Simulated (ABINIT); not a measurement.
A run of ABINIT 10.8.3 (patched build) is set up as follows.

File run.abi:

```
# Datasets: ground state, then fixed potential
ndtset 2

# Pseudopotentials
pp_dirpath "./"
pseudos "Sn.LDA_PW-JTH.xml, O.LDA_PW-JTH.xml"

# Structure
acell 4.738 4.738 3.1865 Angstrom
rprim
     1.0000000000     0.0000000000     0.0000000000
     0.0000000000     1.0000000000     0.0000000000
     0.0000000000     0.0000000000     1.0000000000
ntypat 2
znucl 50 8
natom 6
typat 1 1 2 2 2 2
xcart
     2.3690000000     2.3690000000     1.5932500000
     0.0000000000     0.0000000000     0.0000000000
     3.8240398000     0.9139602000     1.5932500000
     3.2829602000     3.2829602000     0.0000000000
     0.9139602000     3.8240398000     1.5932500000
     1.4550398000     1.4550398000     0.0000000000 Angstrom

# Plane-wave basis
ecut 761.918815 eV
pawecutdg 50.0

# Exchange and correlation
ixc -208012
usekden 1
pawxcdev 0

# Bands and occupations
occopt 3
tsmear 0.05 eV

# SCF cycle
nstep 100
diemix 0.3
optforces 0
optstress 0

# Output
iomode 3
prtwf 0
prteig 0
prtebands 0
enunit 1
prtden1 1
prtkden1 1
prtvha1 1
prtvclmb1 1
prtpot1 1

# Dataset 1
kptopt1 1
ngkpt1 5 5 7
nshiftk1 1
shiftk1 0.0 0.0 0.0
nband1 32
tolvrs1 1.0e-7

# Dataset 2: bands along G-X-M-G-Z-R-A-Z
iscf2 -2
getden2 1
getkden2 1
nband2 38
nbdbuf2 4
tolwfr2 1.0e-11
kptopt2 -7
ndivsm2 5
prteig2 1
kptbounds2
     0.0000000000     0.0000000000     0.0000000000
     0.0000000000     0.5000000000     0.0000000000
     0.5000000000     0.5000000000     0.0000000000
     0.0000000000     0.0000000000     0.0000000000
     0.0000000000     0.0000000000     0.5000000000
     0.0000000000     0.5000000000     0.5000000000
     0.5000000000     0.5000000000     0.5000000000
     0.0000000000     0.0000000000     0.5000000000
```

Potentials or basis: JTH PAW LDA v2.0.

Run with:

```console
$ mpirun --bind-to none -np 4 abinit run.abi > log 2>&1
```

**Question.** Predict the band gap on the k mesh.

**Answer.** 2.96 eV, direct.

**Question.** What does it give for the band gap along the path?

**Answer.** 2.96 eV, direct.

Levels at the corners of the path, in eV from the valence-band top:
```
point  band 23  band 24  band 25  band 26  band 27  band 28  band 29  band 30
    Γ    -0.95    -0.66    -0.66     0.00     2.96     8.07     8.64     8.64
    X    -0.91    -0.91    -0.52    -0.52     6.03     6.03     9.41     9.41
    M    -1.01    -1.01    -0.81    -0.81     6.48     6.48     9.65     9.65
    Γ    -0.95    -0.66    -0.66     0.00     2.96     8.07     8.64     8.64
    Z    -1.38    -1.38    -1.11    -1.11     7.92     7.92    12.02    12.02
    R    -0.95    -0.95    -0.49    -0.49     8.20     8.20    10.24    10.24
    A    -0.82    -0.82    -0.77    -0.77     6.72     6.72    11.28    11.28
    Z    -1.38    -1.38    -1.11    -1.11     7.92     7.92    12.02    12.02
```

Caveat: the constant c of TB-mBJ comes from the pseudo density here, which moves gaps by up to 0.3 eV between sets of potentials; spin-orbit coupling is left out, which moves the levels of the heavy elements; the atomic spheres overlap.
